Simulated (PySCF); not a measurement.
**Computed and published core binding energies of `c1ccncc1`**

The experiment to reproduce (core binding energies): N 1s of N4 404.82 eV [1]; N 1s of N4 404.88 eV [2]. Sources and the comparison follow the method.

C5H5N.
SMILES with atom numbers: `[cH:1]1[cH:2][cH:3][n:4][cH:5][cH:6]1`

Geometry (PBE0-D3(BJ)/def2-SVP, Å), atoms numbered from 1 in this order:
```
atom  x, y, z in Å
C1    -0.3999    1.1240    0.0235
C2    -1.1371    0.0936    0.6016
C3    -0.6228   -1.2022    0.5451
N4     0.5369   -1.5080   -0.0310
C5     1.2347   -0.5173   -0.5806
C6     0.8145    0.8131   -0.5830
H7    -0.7664    2.1535    0.0450
H8    -2.0952    0.2862    1.0892
H9    -1.1795   -2.0343    0.9922
H10    2.1857   -0.7939   -1.0510
H11    1.4291    1.5853   -1.0510
```

Method: delta-SCF UKS SCAN, pcX-2 on the ionised atom, pcseg-1 elsewhere, spin-free X2C in PySCF. Each binding energy is the total energy of the core-ionised species, with the hole localised on one atom, minus that of the ground state; both are solved self-consistently, so orbital relaxation is included.

```csv
atom,environment,level,this calculation (eV),reference (eV),difference (eV),source
N4,pyridine-type nitrogen,N 1s,404.64,404.82,-0.18,[1]
N4,pyridine-type nitrogen,N 1s,404.64,404.88,-0.24,[2]
```

[1] measured, gas; CORE65 (Golze, Keller, Rinke, J. Phys. Chem. Lett. 2020, 11, 1840), as tabulated in Jana, Herbert, J. Chem. Phys. 2023, 158, 094111, SI
[2] measured, gas; Chong, Molecules 2021, 26, 1947 (electron spectra of vapor-phase indole and four azaindoles)

Q: How well does this level of theory reproduce the measurements here?

A: Over the 2 different measured values (1 distinct line) the mean signed difference is -0.21 eV, the mean unsigned one 0.21 eV and the largest 0.24 eV. The calculation is vertical and has no vibrational structure, and measured positions depend on the energy calibration.

Q: What does the calculation give for the levels without a reference value here?

A: C1 C 1s 290.99 eV; C2/C6 C 1s 290.69 eV; C3/C5 C 1s 291.32 eV.

The listed C 1s values span 0.63 eV, from C2/C6 (bonded to 2 C (aromatic in the SMILES) and H) to C3/C5 (bonded to N (aromatic in the SMILES), C (aromatic in the SMILES) and H). The widest gap between neighbouring values is 0.33 eV, between 290.99 and 291.32 eV. Summing the Pauling electronegativity differences to the bonded atoms, each weighted by its formal bond order, gives -0.35 for the lowest site and +0.39 for the highest; no listed site has a larger sum than the highest.

The first atom of each set that the bonding makes equivalent was ionised and stands for the set. Geometry: PBE0-D3(BJ)/def2-SVP; no solvent, vibrations or thermal averaging.

The run took 53 s wall, 44 s CPU on one thread of an Intel Xeon Platinum 8488C (shared host), and the process peaked at 0.45 GiB of memory.
